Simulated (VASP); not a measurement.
Wanted: the native input for a VASP 6.6.1 run.

- Task: relaxation of cell and atoms
- Functional: PBEsol
- Potentials or basis: VASP PAW PBE potentials, release 64 (Zn, O)
- Cutoff: 600 eV
- k mesh: 9 × 9 × 6
- Occupations: gaussian, width 0.02 eV
- Spin: no spin polarisation
- Dipole correction: no
- Further INCAR settings: ALGO = Normal; EDIFF = 1e-06; IBRION = 2; EDIFFG = -0.005; NSW = 70; ISIF = 3

The structure of ZnO (zincite) lies in POSCAR:

```
ZnO
1.0
    3.2794860218      0.0000000000      0.0000000000
   -1.6397430109      2.8401182063      0.0000000000
    0.0000000000      0.0000000000      5.2932739833
Zn O
2 2
Direct
    0.3333333333      0.6666666667      0.4999685891
    0.6666666667      0.3333333333     -0.0000314109
    0.6666666667      0.3333333333      0.3790414109
    0.3333333333      0.6666666667      0.8790414109
```

These files were run (other wordings do the same):

INCAR

```
SYSTEM = ZnO
  PREC = Accurate
  ENCUT = 600
  EDIFF = 1E-6
  ISMEAR = 0
  SIGMA = 0.02
  LREAL = .FALSE.
  LASPH = .TRUE.
  NELM = 100
  ALGO = Normal
  ISIF = 3
  LWAVE = .FALSE.
  LCHARG = .FALSE.
  GGA = PS
  IBRION = 2
  NSW = 70
  EDIFFG = -0.005
```

KPOINTS

```
Automatic mesh
0
G
  9 9 6
  0 0 0
```

Potentials or basis: VASP PAW PBE potentials, release 64 (Zn, O).

Run with:

```bash
$ cat potpaw_PBE.64/Zn/POTCAR potpaw_PBE.64/O/POTCAR > POTCAR
$ mpirun -np 1 vasp_std > vasp.out
```

It gave:

| Quantity | Value |
| --- | --- |
| Relaxed volume | 11.84 Å³/atom |
| Relaxed cell | a = 3.236 Å, b = 3.236 Å, c = 5.223 Å, α = 90.00°, β = 90.00°, γ = 120.00° |
| Space group after relaxing (to 0.05 Å) | P6_3mc (No. 186) |
| Energy gained by relaxing | 8.3 meV/atom |
| Ionic steps | 3 |
| Pressure after relaxing | 0.0 GPa |
| Largest force after relaxing | 0.004 eV/Å |
| Band gap on the k mesh | 0.68 eV, direct |

Caveat: the PAW data sets were made with another functional, which shifts forces and pressure a little.

It took 88 s on 1 thread of Intel(R) Xeon(R) Platinum 8559C (Emerald Rapids) (shared host), peak memory 0.21 GiB.
